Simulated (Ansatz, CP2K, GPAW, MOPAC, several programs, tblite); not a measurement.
What each method gives for PbTe (h-MgO type)

PbTe built on the h-MgO prototype, relaxed with r2SCAN in Ansatz, was computed with several methods. The symmetry is P6_3/mmc (No. 194, hexagonal); conventional cell a = 5.498 Å, c = 6.575 Å, 43.04 Å³ an atom. Pb has 5 Te at 3.17–3.29 Å; Te has 5 Pb at 3.17–3.29 Å. Spin-unpolarised throughout. Whether this structure exists isn't addressed.

```yaml
crystal:
  lattice:
    - [5.49838, 0.00000, 0.00000]
    - [-2.74919, 4.76173, 0.00000]
    - [0.00000, 0.00000, 6.57525]
  atoms:
    - { symbol: Pb, position: [0.33333, 0.66667, 0.25000] }
    - { symbol: Pb, position: [0.66667, 0.33333, 0.75000] }
    - { symbol: Te, position: [0.66667, 0.33333, 0.25000] }
    - { symbol: Te, position: [0.33333, 0.66667, 0.75000] }
```

Gaps and times are for a single point on this cell; volume and bulk modulus come from each method's own relaxation or energy curve at fixed shape, which is too stiff where a cell has free coordinates or axes. Times are rough, from shared hosts (Arm Neoverse V1), and each method has its own mesh and cell size. A double dagger marks a value from a curve with shape and coordinates held. PM6 (MOPAC), PM7 (MOPAC), GFN1-xTB (tblite), GFN2-xTB (tblite) treat a cluster of cells at its zone centre, which samples few k points: where these miss a band edge, the gap comes out too large for that reason alone. Gaps from k meshes are read at a limited set of points (mesh, symmetry points, PBE's band edges), so each method's own least gap may be somewhat smaller. xTB and the PM methods were fitted mostly to molecules, and can miss a solid's gap by electronvolts. Minimal bases can be far off for gaps. GLLB-SC's gap includes the derivative discontinuity. d marks a direct gap, i an indirect one (no mark: not told apart), a dash a value that wasn't computed or didn't pass its checks.

```csv
method,kind,gap (eV),own volume (Å³/atom),bulk modulus (GPa),atoms computed,processor time
PM6 (MOPAC),semi-empirical,3.80,–,–,32,0.7 s
PM7 (MOPAC),semi-empirical,6.23,–,–,32,0.9 s
GFN1-xTB (tblite),tight binding,2.26,–,–,32,0.96 s
GFN2-xTB (tblite),tight binding,2.51,–,–,32,1.8 s
light PBE (260 eV and a coarse mesh),light plane-wave,1.11 d,–,–,4,2.2 s
PBE/SZV (CP2K),small basis,1.14 d,45.14‡,34‡,4,7.4 s
PBE/single zeta (GPAW),small basis,1.17 d,–,–,4,7.4 s
PBE,semilocal,1.12 d,43.78,29‡,4,8.7 s
PBE/DZVP (CP2K),small basis,1.05 d,43.98‡,29‡,4,14 s
r2SCAN,semilocal,1.38 d,43.04,32‡,4,20 s
GLLB-SC (GPAW),model potential,2.00,–,–,4,72 s
```

Against r2SCAN (1.38 eV) and with closed or daggered gaps left aside, the nearest gap at the points sampled is that of PBE/single zeta (GPAW) (-0.21 eV) and the farthest that of PM7 (MOPAC) (+4.85 eV). r2SCAN is only a yardstick of convenience: semilocal gaps usually lie below measured ones, which GLLB-SC and hybrids aim to mend.

Volumes against r2SCAN's: PBE +1.7 %.

Spin-orbit coupling is left out; in compounds of Pb, Bi, Tl or Hg it can lower a gap by up to about 1 eV, split its edges or invert the bands.
